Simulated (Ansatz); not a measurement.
## MoTe₂

Method: PBE, scalar-relativistic; collinear spin; PAW, 420 eV, 10×10×2 k-mesh, Gaussian smearing of 0.05 eV; code Ansatz. The datasets are Ansatz's generated set soft_2.

```cif
data_structure
_symmetry_space_group_name_H-M 'P 1'
_symmetry_Int_Tables_number 1
_cell_length_a 3.5566
_cell_length_b 3.5566
_cell_length_c 15.3399
_cell_angle_alpha 90.000
_cell_angle_beta 90.000
_cell_angle_gamma 120.000
_cell_volume 168.04
loop_
_atom_site_label
_atom_site_type_symbol
_atom_site_fract_x
_atom_site_fract_y
_atom_site_fract_z
_atom_site_occupancy
Te1 Te 0.33333 0.66667 0.63213 1
Te2 Te 0.66667 0.33333 0.13213 1
Te3 Te 0.33333 0.66667 0.86787 1
Te4 Te 0.66667 0.33333 0.36787 1
Mo1 Mo 0.33333 0.66667 0.25000 1
Mo2 Mo 0.66667 0.33333 0.75000 1
```

The chain of runs began from a cell as deposited in COD, expanded in volume. The relaxation kept the space group but changed the cell's proportions, one axis by 6 % at equal volume, so the results may not describe the measured structure. The database's entry of this formula in the relaxed cell's space group, P6_3/mmc, has axes of 3.518 × 3.518 × 13.974 Å and 24.96 Å³/atom (1963), the relaxed one 3.557 × 3.557 × 15.340 Å and 28.01.

Magnetic state: non-magnetic, site spin moments none.

The cell above was scaled in volume, and shape and atoms were relaxed at each volume within its symmetry. Energies are counted from the cell above.

```json
{"V (Å³/atom)": "26.47", "ΔE (meV/atom)": "2.2", "P (GPa)": "0.51"}
{"V (Å³/atom)": "26.89", "ΔE (meV/atom)": "1.0", "P (GPa)": "0.34"}
{"V (Å³/atom)": "27.45", "ΔE (meV/atom)": "0.2", "P (GPa)": "0.17"}
{"V (Å³/atom)": "28.01", "ΔE (meV/atom)": "0.0", "P (GPa)": "0.00"}
{"V (Å³/atom)": "28.57", "ΔE (meV/atom)": "?", "P (GPa)": "?"}
{"V (Å³/atom)": "29.13", "ΔE (meV/atom)": "0.4", "P (GPa)": "-0.07"}
{"V (Å³/atom)": "29.97", "ΔE (meV/atom)": "0.9", "P (GPa)": "-0.06"}
{"V (Å³/atom)": "30.81", "ΔE (meV/atom)": "1.4", "P (GPa)": "-0.05"}
```

Question: Fill in the withheld row.

Answer: ΔE (meV/atom): 0.1, P (GPa): -0.05.

Question: Can a bulk modulus be trusted from these points?

Answer: No. The energies are smooth (scatter 0.04 meV/atom), but the pressures don't fall steadily as the cell grows, and the fit's B0′ of 23.6 is out of the usual range: the curve is too flat or too lopsided over this range, as for soft or weakly bound crystals, and a third-order form can't fix it.

 Scalar-relativistic only: spin–orbit splittings of the heavy atoms' levels are missing. The structure is built of weakly bound layers, and this functional has no dispersion term, so their spacing and all that hangs on it (volume, the soft elastic constants, low modes, dielectric constants) are poorly given.
